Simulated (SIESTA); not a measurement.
**SiO2 under changes of volume**

One of the cells (13.655 Å³/atom); the others are scaled copies at fixed shape and fractional positions:

```
CELL_PARAMETERS angstrom
5.06052 0.00000 0.00000
-2.53026 4.38254 0.00000
0.00000 0.00000 5.54135
ATOMIC_POSITIONS crystal
Si 0.50000 0.00000 0.00000
Si 0.50000 0.50000 0.66667
Si 0.00000 0.50000 0.33333
O 0.20861 0.79139 0.16667
O 0.20861 0.41721 0.50000
O 0.41721 0.20861 0.83333
O 0.79139 0.20861 0.16667
O 0.79139 0.58279 0.50000
O 0.58279 0.79139 0.83333
```

The cell comes from a database or a generator and needn't be the stable form of this composition.

| Item | Value |
| --- | --- |
| Program | SIESTA 5.4.2 |
| Functional | PBEsol |
| Potentials or basis | PseudoDojo 0.4 standard (PBEsol files) |
| Basis | DZP (energy shift 0.003 Ry) |
| Grid cutoff | 800 Ry |
| Energy shift | 0.003 Ry |
| k mesh | 4 × 4 × 4 |
| Occupations | fermi-dirac, width 0.05 eV |
| Spin | no spin polarisation |

```tsv
volume (Å³/atom)	energy over the lowest point (meV/atom)	pressure (GPa)	gap on the mesh (eV)	largest force (eV/Å)
12.836	?	?	?	?
13.109	33.50	12.7	6.04	0.844
13.382	15.59	8.4	5.92	0.664
13.655	4.65	4.5	5.79	0.497
13.928	0.00	1.0	5.65	0.342
14.201	1.02	-2.2	5.50	0.202
14.474	7.24	-5.1	5.34	0.071
```

Problem. What does the run at 12.836 Å³/atom give?

Solution. Energy over the lowest point 59.11 meV/atom; pressure 17.4 GPa; gap on the mesh 6.14 eV; largest force 1.044 eV/Å.

Worked out: A Birch-Murnaghan fit of order 3 (a polynomial in V^(-2/3)) to the other rows has its minimum at 14.01 Å³/atom with B0 = V·E''(V) = 166 GPa and B' = 4.1 at fixed shape and positions, which overstates the stiffness. It gives 59.08 meV/atom at 12.836 Å³/atom, against the run's 59.11, and -dE/dV = 17.4 GPa, against 17.4. A parabola through the other rows of the gap, of slope -4.76 eV per unit of ln V there, extrapolates to 6.15 eV, against the run's 6.14.

Energies are extrapolated to zero smearing.

Caveats: the basis of atomic orbitals isn't converged, which shifts pressures, moduli and gaps; forces of over 1 eV/Å show positions far from the minimum, so gaps and moduli don't describe the material at rest (some runs).

A mesh can miss the band edges.
